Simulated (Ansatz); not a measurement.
Calculated 181Ta nuclear quadrupole resonance for TaN under strain

Cell: an entry of the Crystallography Open Database (COD), relaxed with PBE at fixed cell and then changed (z stretched by 1 %, ions relaxed).

```cif
data_structure
_symmetry_space_group_name_H-M 'P 1'
_symmetry_Int_Tables_number 1
_cell_length_a 5.1850
_cell_length_b 5.1850
_cell_length_c 2.9371
_cell_angle_alpha 90.000
_cell_angle_beta 90.000
_cell_angle_gamma 120.000
_cell_volume 68.38
loop_
_atom_site_label
_atom_site_type_symbol
_atom_site_fract_x
_atom_site_fract_y
_atom_site_fract_z
_atom_site_occupancy
Ta1 Ta 0.00000 0.00000 0.00000 1
Ta2 Ta 0.33333 0.66667 0.50000 1
Ta3 Ta 0.66667 0.33333 0.50000 1
N4 N 0.50000 0.00000 0.00000 1
N5 N 0.50000 0.50000 0.00000 1
N6 N 0.00000 0.50000 0.00000 1
```

Sites (sets of like atoms) are named by element and the number of their first atom in this list.

All values are calculated (Ansatz; DFT, PBE, plane waves and PAW, scalar-relativistic, collinear spin, 420 eV cutoff, Γ-centred 10×10×16 k-points, Fermi–Dirac smearing 0.05 eV), not measured. Start moments as typed (μB): 2 on each Ta, none on the rest.

181Ta: I = 7/2, Q = 3170 mb (year-2017 value). Static lattice, zero field.

Question: Predict the zero-field 181Ta lines of each site.

Answer: For I = 7/2 and η = 0 the lines are |C_Q|/14 times 1, 2 and 3; η shifts the lowest up most.

```json
{"site": "Ta1", "atoms": "1", "V_zz (10²¹ V/m²)": "-45.3", "C_Q (MHz)": "-3469", "η": "0.00", "line frequencies (MHz)": "247.8, 495.6, 743.4"}
{"site": "Ta2", "atoms": "2, 3", "V_zz (10²¹ V/m²)": "-37.2", "C_Q (MHz)": "-2852", "η": "0.00", "line frequencies (MHz)": "203.7, 407.4, 611.1"}
```

An axis of threefold or higher order runs through Ta1 and Ta2, so V_zz lies along it and η is zero.

With no gap above 0.1 eV, as in a metal, the gradients converge slowly in k; expect changes of a tenth or more on a denser mesh. Without spin–orbit coupling the gradients at and beside Ta can be off by some per cent, at some sites by more. With these PAW files V_zz is typically within 2 to 3 % of all-electron values, but misses above 10 % occur on Ta. At this changed cell the PBE pressure is 6 GPa. The start moments die out, and the run ends without spin.
